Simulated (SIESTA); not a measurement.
Crystal: Al2Au.

```xyz
3
Lattice="0.0000 3.0000 3.0000 3.0000 0.0000 3.0000 3.0000 3.0000 0.0000" Properties=species:S:1:pos:R:3 pbc="T T T"
Au    0.0000    0.0000    0.0000
Al    4.5000    4.5000    4.5000
Al    1.5000    1.5000    1.5000
```

Base run:

* Program: SIESTA 5.4.2
* Functional: PBE
* Potentials or basis: PseudoDojo 0.4 standard (PBE files)
* Basis: DZ (energy shift 0.003 Ry; two zetas on semicore shells)
* Grid cutoff: 800 Ry
* Energy shift: 0.003 Ry
* k mesh: 8 × 8 × 8
* Occupations: fermi-dirac, width 0.05 eV
* Spin: no spin polarisation

Its results: band gap on the k mesh none (metal or under the smearing width); pressure 6.6 GPa.

**Question.** The run is repeated on the same cell with these changes: basis from DZ (energy shift 0.003 Ry; two zetas on semicore shells) to TZP (energy shift 0.003 Ry; two zetas on semicore shells). What comes out?

**Answer.** Band gap on the k mesh none (metal or under the smearing width); pressure 3.6 GPa.

Caveats: short orbitals over semicore shells can move pressures by several GPa; the basis of atomic orbitals isn't converged, which shifts pressures, moduli and gaps; the basis has no polarisation orbitals (some runs).
